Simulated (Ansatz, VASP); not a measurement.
**One calculation of Os, two programs**

```
Os
1.0
     0.00000    1.89637    1.89637
     1.89637    0.00000    1.89637
     1.89637    1.89637    0.00000
Os
1
Direct
  0.00000 0.00000 0.00000
```

Change from the starting cell: strain -0.025 along x and y, -0.025 along z, atoms carried along.

Alike in both runs: task single point; functional PBEsol; k mesh 20 × 20 × 20; occupations gaussian, width 0.15 eV; no spin polarisation.

|  | VASP | Ansatz |
| --- | --- | --- |
| version | VASP 6.6.1 | Ansatz 0.2.0 |
| potentials or method | VASP PAW PBE potentials, release 64 (Os) | scalar-relativistic, plane waves, PAW |
| plane-wave cutoff (eV) | 520 | 420 |
| valence electrons in the cell | 8 | 16 |

```csv
,VASP,Ansatz,Ansatz less VASP
gap on the k mesh at the Fermi level (eV),none,none,-
pressure (GPa),10.7,9.9,-0.86
```

A gap of «none» marks a metal or a gap that the smearing closes. The two sets of potentials don't hold the same shells in valence.

Caveats: the PAW data sets were made with another functional, which shifts forces and pressure a little (VASP). Spin-orbit coupling is left out, which matters for the levels of Os.
